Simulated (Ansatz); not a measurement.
## As: changing the functional

Symmetry: R-3m, No. 166, trigonal system. Conventional cell: a = 3.762 Å, b = 3.762 Å, c = 10.542 Å, α = 90.00°, β = 90.00°, γ = 120.00°. Around As (site symmetry 3m) lie 3 As at 2.51 Å.

Kept alike: task band structure; k mesh 9 × 9 × 9; occupations fermi-dirac, width 0.05 eV; no spin polarisation. Program: Ansatz, all-electron LAPW, scalar-relativistic. The mesh is that of the run's cell of 2 atoms. No spin-orbit coupling.

| run | pressure (GPa) |
| --- | --- |
| A | 0.28 |
| B | -1.35 |
| C | 3.72 |

Pressure is positive in compression. For a metal such a mesh leaves the last digits unconverged.

Problem. The runs differ in the functional alone: LDA; PBE; PBEsol. Which run is which?

Solution. Run A is PBEsol; run B is LDA; run C is PBE. The pressure runs from -1.35 (LDA) to 3.72 GPa (PBE). From PBE: LDA -5.07; PBEsol -3.44. A positive pressure means that the functional's own cell is larger than the one given, a negative one that it is smaller.
